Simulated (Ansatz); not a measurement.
BAs: frozen-core PAW against all-electron methods

```yaml
crystal:
  lattice:
    - [0.00000, 2.34073, 2.38850]
    - [2.34073, 0.00000, 2.38850]
    - [2.34073, 2.34073, 0.00000]
  atoms:
    - { symbol: B, position: [0.00000, 0.00000, 0.00000] }
    - { symbol: As, position: [0.75000, 0.75000, 0.75000] }
```

Atoms are numbered in the order listed.

The conventional cell has a = 3.310 Å, b = 3.310 Å, c = 4.777 Å, α = 90.00°, β = 90.00°, γ = 90.00°. B (atom 1) is surrounded by 4 As at 2.04 Å. As (atom 2) has 4 B at 2.04 Å as nearest neighbours.

The cell comes from COD entry 9008833, which wasn't checked; take it as a given geometry. The listed cell was then made from it by scaling, straining or moving an atom.

Methods: DFT, LDA, PAW with Ansatz's default frozen-core files, scalar-relativistic (Ansatz 0.2.0); DFT, LDA, all-electron LAPW, scalar-relativistic (Ansatz 0.2.0).

For PAW: a Γ-centred 15×15×15 k mesh, Fermi–Dirac smearing of 0.03 eV, cutoff 420 eV, no spin polarisation; the PAW files were made with PBE, and the program remakes their frozen cores for this functional. LAPW targets a basis error of 0.25 meV/atom. The Ansatz runs share mesh, smearing and spin set-up. Plane-wave (PAW) pressures include the program's estimate of the Pulay term.

Stress and pressure are positive in compression.

The change that made this cell: equal xx and yy strain of -2 %.

PAW results:

```
       quantity    PAW
 pressure (GPa)   1.82
stress xx (GPa)   3.32
stress zz (GPa)  -1.18
  band gap (eV)  0.937
```

What does LAPW (all electrons) give for the same quantities?


| quantity | LAPW |
| --- | --- |
| pressure (GPa) | 1.82 |
| stress xx (GPa) | 3.33 |
| stress zz (GPa) | -1.18 |
| band gap (eV) | 0.939 |
